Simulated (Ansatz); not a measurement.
Pt: how the free axis answers a strain

Pt, Fm-3m, a = 3.940 Å. Ansatz: r2SCAN, PAW, 500 eV, Γ-centred 18×18×14 mesh on 2 atoms, Gaussian smearing 0.10 eV; no spin polarisation. Series: biaxial strain in the a-b plane, c and atoms relaxed; x is the strain in per cent. The axes a, b, c are those of the computed cell (2.786, 2.786, 3.940 Å), along [1 1 0], [-1 1 0], [0 0 1] of the cell named above. y is the change of c in per cent of 3.940 Å.

| x (%) | y (%) |
| --- | --- |
| -3.0 | 4.33 |
| -2.0 | 2.87 |
| -1.0 | ? |
| 0.0 | 0.00 |
| 1.0 | -1.51 |
| 2.0 | -3.03 |
| 3.0 | -4.60 |

Problem. Fit y = c1 x + c2 x² to the other rows, say what c1 measures, and predict the missing y.

Solution. Least squares on the rows shown. y = −1.485 x − 0.01587 x². With no stress along c, c1 = −2C12/C11 = -1.485. At −2 the volume would not change at all; a value this near to it means that the crystal resists a change of volume much more than one of shape. At x = -1.0 the fit asked for gives 1.47 %. The run gave 1.47 %, the same to the digits shown.

Spin–orbit coupling is left out, which can shift energies with elements as heavy as these.